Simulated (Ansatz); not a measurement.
H3Os: before and after

Theory: DFT PBE, scalar-relativistic, plane waves, PAW in Ansatz. All cells share a 420 eV cutoff and Γ-centred k meshes spaced at most 0.3 Å⁻¹ (0.19 for metals, 2π included).

The start was the Cu3Au (L1_2) type (Pm-3m, No. 221), relaxed within its symmetry. A cell of 8 atoms (2 times the primitive one) was then disturbed at random, relaxed without symmetry and relaxed once more on a fine mesh. The k mesh leaves about 4 meV/atom of noise in metals. Spin–orbit coupling is left out.

Before:

Space group Pm-3m (No. 221). a = 2.854 Å, b = 2.854 Å, c = 2.854 Å, α = 90.00°, β = 90.00°, γ = 90.00°
| atom | site | symmetry | x | y | z |
| --- | --- | --- | --- | --- | --- |
| H | 3c | 4/mm.m | 0.0000 | 0.5000 | 0.5000 |
| Os | 1a | m-3m | 0.0000 | 0.0000 | 0.0000 |

After:

Space group Cm (No. 8). a = 10.609 Å, b = 2.915 Å, c = 3.550 Å, α = 90.00°, β = 93.05°, γ = 90.00°
```json
{"atom": "H", "site": "2a", "symmetry": "m", "x": "0.2951", "y": "0.0000", "z": "0.0257"}
{"atom": "H", "site": "2a", "symmetry": "m", "x": "0.1215", "y": "0.0000", "z": "0.1154"}
{"atom": "H", "site": "2a", "symmetry": "m", "x": "0.3211", "y": "0.5000", "z": "0.6125"}
{"atom": "H", "site": "2a", "symmetry": "m", "x": "0.4990", "y": "0.5000", "z": "0.4121"}
{"atom": "H", "site": "2a", "symmetry": "m", "x": "0.4443", "y": "0.0000", "z": "0.6126"}
{"atom": "H", "site": "2a", "symmetry": "m", "x": "0.1563", "y": "0.5000", "z": "0.4457"}
{"atom": "Os", "site": "2a", "symmetry": "m", "x": "0.4681", "y": "0.5000", "z": "0.8678"}
{"atom": "Os", "site": "2a", "symmetry": "m", "x": "0.1931", "y": "0.5000", "z": "0.9082"}
```

Q: Is this a distortion of the same structure or a reconstruction, and what lowers the energy?

A: A reconstruction, from Pm-3m (No. 221) to Cm (No. 8). H–Os bonds form, at 1.67 Å where the closest pair was 2.02 Å apart; each Os has on average 5 Os contacts in place of 6, longer on average (2.85 → 2.87 Å).

Q: What does it gain?

A: 84 meV/atom, with the volume going from 5.81 to 6.85 Å³/atom. Against the elements the energy goes from 0.49 to 0.40 eV/atom, so the compound stays hypothetical.

Cost: 4 runs of about 26 core-minutes in all, on Intel Xeon Processor @ 2.70GHz (shared hosts).